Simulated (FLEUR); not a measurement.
# CdS (Hawleyite) (F-43m) in FLEUR: single point with PBEsol

Aim: the single point of CdS (Hawleyite) with PBEsol.

Everything below comes from runs of FLEUR MaX-R8.1 (later development tree). Logs are shortened: lines on timing, memory, paths and dates and some standing lists are left out, and cuts for length are marked.

**1. The crystal as given**

The structure is cubic, space group F-43m (No. 216). The conventional cell has a = 5.833 Å, b = 5.833 Å, c = 5.833 Å, α = 90.00°, β = 90.00°, γ = 90.00°. Around Cd (site symmetry -43m) lie 4 S at 2.53 Å. Around S (site symmetry -43m) lie 4 Cd at 2.53 Å.

**2. Single point, PBEsol**

File inp.xml:

```xml
<?xml version="1.0" encoding="UTF-8" standalone="no"?>
<fleurInput fleurInputVersion="0.39">
   <comment>
      CdS                                                                                                 
   </comment>
   <calculationSetup>
      <cutoffs Kmax="5.33" Gmax="16.5" GmaxXC="16.5" numbands="0"/>
      <scfLoop itmax="60" minDistance="0.00001" maxIterBroyd="15" imix="Anderson" alpha="0.05" precondParam="0.0" spinf="2.0" sdNocoIR="T"/>
      <coreElectrons ctail="T" frcor="F" kcrel="0" coretail_lmax="0"/>
      <xcFunctional name="PBEs" relativisticCorrections="F"/>
      <magnetism jspins="1"/>
      <soc l_soc="F" theta="0.0" phi="0.0" spav="F"/>
      <expertModes spex="0" secvar="F"/>
      <geometryOptimization l_f="F" forcealpha="1.0" forcemix="BFGS" epsdisp="0.00001" epsforce="0.00001"/>
      <ldaU l_linMix="F" mixParam="0.05" spinf="1.0"/>
   </calculationSetup>
   <cell>
      <bzIntegration valenceElectrons="26.0" mode="hist" fermiSmearingEnergy="0.00183747">
         <kPointListSelection listName="default-1"/>
         <!-- k-points included here -->
         <xi:include xmlns:xi="http://www.w3.org/2001/XInclude" href="kpts.xml"> </xi:include>
      </bzIntegration>
      <!-- symmetry operations included here -->
      <xi:include xmlns:xi="http://www.w3.org/2001/XInclude" href="sym.xml"> </xi:include>
      <bulkLattice scale="1.0">
         <bravaisMatrix>
            <row-1>    0.0000000000000000     5.5113862423958997     5.5113862423958997</row-1>
            <row-2>    5.5113862423958997     0.0000000000000000     5.5113862423958997</row-2>
            <row-3>    5.5113862423958997     5.5113862423958997     0.0000000000000000</row-3>
         </bravaisMatrix>
      </bulkLattice>
   </cell>
   <atomSpecies>
      <species name="Cadmium (Cd)" element="Cd" atomicNumber="48">
         <mtSphere radius="2.45" gridPoints="837" logIncrement="0.015"/>
         <atomicCutoffs lmax="10" lnonsphr="10"/>
         <electronConfig flipSpins="F">
            <coreConfig>(1s1/2) (2s1/2) (2p1/2) (2p3/2) (3s1/2) (3p1/2) (3p3/2) (3d3/2) (3d5/2)</coreConfig>
            <valenceConfig>(4s1/2) (4p1/2) (4p3/2) (5s1/2) (4d3/2) (4d5/2)</valenceConfig>
         </electronConfig>
         <energyParameters s="5" p="5" d="4" f="4"/>
         <lo type="SCLO" l="0" n="4" eDeriv="0"/>
         <lo type="SCLO" l="1" n="4" eDeriv="0"/>
         <lo type="SCLO" l="1" n="4" eDeriv="1"/>
         <lo type="SCLO" l="2" n="4" eDeriv="2"/>
         <lo type="SCLO" l="3" n="4" eDeriv="2"/>
      </species>
      <species name="Sulfur (S)" element="S" atomicNumber="16">
         <mtSphere radius="1.84" gridPoints="625" logIncrement="0.018"/>
         <atomicCutoffs lmax="8" lnonsphr="8"/>
         <electronConfig flipSpins="F">
            <coreConfig>(1s1/2) (2s1/2) (2p1/2) (2p3/2)</coreConfig>
            <valenceConfig>(3s1/2) (3p1/2) (3p3/2)</valenceConfig>
            <stateOccupation state="(3p1/2)" spinUp="0.666667" spinDown="0.666667"/>
            <stateOccupation state="(3p3/2)" spinUp="1.333333" spinDown="1.333333"/>
         </electronConfig>
         <energyParameters s="3" p="3" d="3" f="4"/>
         <lo type="SCLO" l="0" n="3" eDeriv="2"/>
         <lo type="SCLO" l="1" n="3" eDeriv="2"/>
         <lo type="SCLO" l="2" n="3" eDeriv="2"/>
         <lo type="SCLO" l="3" n="4" eDeriv="2"/>
      </species>
   </atomSpecies>
   <atomGroups>
      <atomGroup species="Cadmium (Cd)">
         <relPos label="                   1">.0000000000 .0000000000 .0000000000</relPos>
         <force calculate="T" relaxXYZ="TTT"/>
      </atomGroup>
      <atomGroup species="Sulfur (S)">
         <relPos label="                   2">-1.000/4.000 -1.000/4.000 -1.000/4.000</relPos>
         <force calculate="T" relaxXYZ="TTT"/>
      </atomGroup>
   </atomGroups>
   <output dos="F" band="F" slice="F">
      <checks vchk="F" cdinf="F"/>
      <bandDOS minEnergy="-.5*Htr" maxEnergy="0.5*Htr" sigma="0.015" storeEVData="T"/>
      <vacuumDOS vacdos="F" integ="F" star="F" nstars="0" locx1="0.0" locy1="0.0" locx2="0.0" locy2="0.0" nstm="0" tworkf="0.0"/>
      <unfoldingBand unfoldBand="F" supercellX="1" supercellY="1" supercellZ="1"/>
      <plotting iplot="0" polar="F">
         <plot TwoD="T" vec1="  1.0  0.0  0.0" vec2="  0.0  1.0  0.0" vec3="  0.0  0.0  1.0" zero="  0.0  0.0  0.0" file="plot"/>
      </plotting>
      <chargeDensitySlicing numkpt="0" minEigenval="0.0" maxEigenval="0.0" nnne="0" pallst="F"/>
      <specialOutput eonly="F"/>
      <moessbauerParams electricFieldGradient="T" isomerShift="T" coreHyperfine="T" valenceHyperfine="T"/>
      <magneticCircularDichroism mcd="F" energyLo="-10.0" energyUp="0.0"/>
   </output>
  <!-- We include the file relax.xml here to enable relaxations (see documentation) -->
  <xi:include xmlns:xi="http://www.w3.org/2001/XInclude" href="relax.xml"> <xi:fallback/> </xi:include>
</fleurInput>
```

File crystal.txt:

```
CdS
&input cartesian=F /
0.0000000000  2.9165000000  2.9165000000
2.9165000000  0.0000000000  2.9165000000
2.9165000000  2.9165000000  0.0000000000
1.8897261246
1.0 1.0 1.0

2
48 0.0000000000  0.0000000000  0.0000000000
16 0.7500000000  0.7500000000  0.7500000000

&kpt div1=8 div2=8 div3=8 gamma=T /
```

Potentials or basis: all-electron, FLAPW.

The run is started by

```bash
inpgen -f crystal.txt -profile fastHighL
# inp.xml edited to the form shown
fleur_MPI
```

Standard output:

```text
Welcome to FLEUR        (www.flapw.de)
      MaX-Release 8.1          (www.max-centre.eu)

 ========== k-point set info ==========
 Selected k-point list: default-1
 k-point list type: mesh
 8 x 8 x 8
 Number of k points: 29

 ------------Calculation Setup---------------------------
 Number of MPI-tasks      :            1
 Number of PE/node        :            1
 Number of OMP-threads    :            1
 Most efficient MPI parallelization for:
           1          29
 Additional eigenvalue parallelization possible
 Number of basis functions:          947
 Approximate size of matrices (H+S) per k-point:         0.027 GB
 --------------------------------------------------------
 Iteration:     1   Distance:       7.67368954 me/bohr^3
 Iteration:     2   Distance:       6.84783378 me/bohr^3
 Iteration:     3   Distance:       3.60956541 me/bohr^3
 Iteration:     4   Distance:       1.56137580 me/bohr^3
 Iteration:     5   Distance:       1.04937638 me/bohr^3
 Iteration:     6   Distance:       0.26622547 me/bohr^3
 Iteration:     7   Distance:       0.21370966 me/bohr^3
 Iteration:     8   Distance:       0.03013409 me/bohr^3
 Iteration:     9   Distance:       0.00818369 me/bohr^3
 Iteration:    10   Distance:       0.00277424 me/bohr^3
 Iteration:    11   Distance:       0.00039310 me/bohr^3
 Iteration:    12   Distance:       0.00034667 me/bohr^3
 Iteration:    13   Distance:       0.00003096 me/bohr^3
 Iteration:    14   Distance:       0.00000977 me/bohr^3

 ********************************************************************
 Run finished successfully
 Stop message:
   all done
 ********************************************************************
```

out.xml (last iteration):

```text
<iteration numberForCurrentRun="   14" overallNumber="   14">
         <energyParameters units="Htr">
            <atomicEP atomType="1" spin="1" branch="5s" branchLowest="-3.56" branchHighest="1.33" value="0.0389172025"/>
            <atomicEP atomType="1" spin="1" branch="5p" branchLowest="-2.12" branchHighest="2.02" value="0.1970757015"/>
            <atomicEP atomType="1" spin="1" branch="4d" branchLowest="-14.12" branchHighest="0.01" value="-0.1001149549"/>
            <atomicEP atomType="1" spin="1" branch="4f" branchLowest="-9.99" branchHighest="2.14" value="0.5113962189"/>
            <loAtomicEP atomType="1" spin="1" branch="4s" branchLowest="-26.60" branchHighest="-3.56" value="-3.5590090184"/>
            <loAtomicEP atomType="1" spin="1" branch="4p" branchLowest="-21.74" branchHighest="-2.12" value="-2.1354428260"/>
            <loAtomicEP atomType="1" spin="1" branch="4p" branchLowest="-21.74" branchHighest="-2.12" value="-2.1354428260"/>
            <loAtomicEP atomType="1" spin="1" branch="4d" branchLowest="-14.12" branchHighest="0.01" value="-0.1084562640"/>
            <loAtomicEP atomType="1" spin="1" branch="4f" branchLowest="-9.99" branchHighest="2.14" value="0.5113983315"/>
            <atomicEP atomType="2" spin="1" branch="3s" branchLowest="-7.34" branchHighest="1.01" value="-0.3755873990"/>
            <atomicEP atomType="2" spin="1" branch="3p" branchLowest="-5.32" branchHighest="1.60" value="-0.1176016671"/>
            <atomicEP atomType="2" spin="1" branch="3d" branchLowest="-9.99" branchHighest="2.17" value="0.1046488895"/>
            <atomicEP atomType="2" spin="1" branch="4f" branchLowest="-9.99" branchHighest="5.23" value="0.2711070225"/>
            <loAtomicEP atomType="2" spin="1" branch="3s" branchLowest="-7.34" branchHighest="1.01" value="-0.3755873990"/>
            <loAtomicEP atomType="2" spin="1" branch="3p" branchLowest="-5.32" branchHighest="1.60" value="-0.1179602353"/>
            <loAtomicEP atomType="2" spin="1" branch="3d" branchLowest="-9.99" branchHighest="2.17" value="0.1046483598"/>
            <loAtomicEP atomType="2" spin="1" branch="4f" branchLowest="-9.99" branchHighest="5.23" value="0.2711114488"/>
         </energyParameters>
         <eigenvalues>
            <eigenvaluesAt spin="1" ikpt="1" k_x="0.00000000" k_y="0.00000000" k_z="0.00000000">
                      -3.5590029961       -2.1292713540       -2.1292713540       -2.1292713540       -0.2948800139
                      -0.1239734187       -0.1239734187       -0.1239734187       -0.1060575940       -0.1060575940
                       0.1600033502        0.1600033502        0.1600033502        0.1968807369        0.3959873507
                       0.3959873507        0.3959873507        0.5725879519        0.5760921637        0.5760921637
                       0.6414167909
            </eigenvaluesAt>
            <eigenvaluesAt spin="1" ikpt="2" k_x="0.00000000" k_y="0.00000000" k_z="0.12500000">
                      -3.5590029137       -2.1292747775       -2.1292719692       -2.1292719692       -0.2925271810
                      -0.1231364102       -0.1231364102       -0.1220450809       -0.1061006384       -0.1061006384
[... 50 lines left out ...]
         </allElectronCharges>
         <moessbauerParams unitsHFF="kG" unitsIS="e/bohr^3" unitsEFG="Htr/bohr^2">
            <coreIsomerShift atomType="1" isTotal="161294.37197">
               <shell n="1" l="0" isomerShift="141438.14971"/>
               <shell n="2" l="0" isomerShift="16315.04835"/>
               <shell n="2" l="1" isomerShift="357.92474"/>
               <shell n="3" l="0" isomerShift="3109.90794"/>
               <shell n="3" l="1" isomerShift="73.34122"/>
               <shell n="3" l="2" isomerShift="0.00001"/>
            </coreIsomerShift>
            <coreIsomerShift atomType="2" isTotal="2922.39354">
               <shell n="1" l="0" isomerShift="2715.08936"/>
               <shell n="2" l="0" isomerShift="206.94469"/>
               <shell n="2" l="1" isomerShift="0.35949"/>
            </coreIsomerShift>
            <isomerShift atomType="1" nucleusRadius="0.0001140" averageDensity="161921.16934"/>
            <isomerShift atomType="2" nucleusRadius="0.0000750" averageDensity="2941.05308"/>
            <electricFieldGradient atomType="1" VXX="0.00000" VYY="0.00000" VZZ="0.00000" asymParam="0.00000">
            </electricFieldGradient>
            <electricFieldGradient atomType="2" VXX="0.00000" VYY="0.00000" VZZ="0.00000" asymParam="0.00000">
            </electricFieldGradient>
         </moessbauerParams>
         <totalEnergy                                    value="    -5992.0493039952" units="Htr">
            <sumOfEigenvalues                            value="    -3580.6876572735">
               <coreElectrons value="-3559.6410081010"/>
               <valenceElectrons value="-21.0466491725"/>
            </sumOfEigenvalues>
            <densityCoulombPotentialIntegral value="-9612.4548749919"/>
            <densityEffectivePotentialIntegral value="-9845.0891233880"/>
            <chargeDenXCDenIntegral value="-177.1426966888"/>
            <FockExchangeEnergyValence value="0.0000000000"/>
            <FockExchangeEnergyCore value="0.0000000000"/>
            <atomTypeDependentContributions atomType="1">
               <electronNucleiInteractionDifferentMTs value="6774.1057436424"/>
               <MadelungTerm value="-20.1702416894"/>
            </atomTypeDependentContributions>
            <atomTypeDependentContributions atomType="2">
               <electronNucleiInteractionDifferentMTs value="467.2220173851"/>
               <MadelungTerm value="-11.5826332080"/>
            </atomTypeDependentContributions>
            <tkbTimesEntropy value="0.0000000000"/>
            <freeEnergy value="-5992.0493039952"/>
            <extrapolationTo0K value="-5992.0493039952"/>
         </totalEnergy>
         <densityConvergence units="me/bohr^3">
            <chargeDensity spin="1" distance="0.0000097711"/>
         </densityConvergence>
      </iteration>
```

It took 3.3 min on 1 thread of Intel Xeon Platinum 8488C (Sapphire Rapids), shared host; peak memory 0.11 GiB.

Results:

```yaml
Free_energy: -163051.9680 eV
Band_gap_on_the_k_mesh: 1.00 eV, direct
Valence_electrons_inside_the_program's_atomic_spheres: Cd 18.35; S 3.32 (radii Cd 2.45, S 1.84 bohr)
```

Core levels (eV from the Fermi level):
```
atom                                                                                                                             levels
1 Cd  1s1/2 -26490.9, 2s1/2 -3928.2, 2p1/2 -3657.2, 2p3/2 -3464.9, 3s1/2 -728.2, 3p1/2 -619.6, 3p3/2 -585.3, 3d3/2 -392.9, 3d5/2 -385.9
 2 S                                                                            1s1/2 -2394.3, 2s1/2 -204.1, 2p1/2 -150.0, 2p3/2 -148.8
```
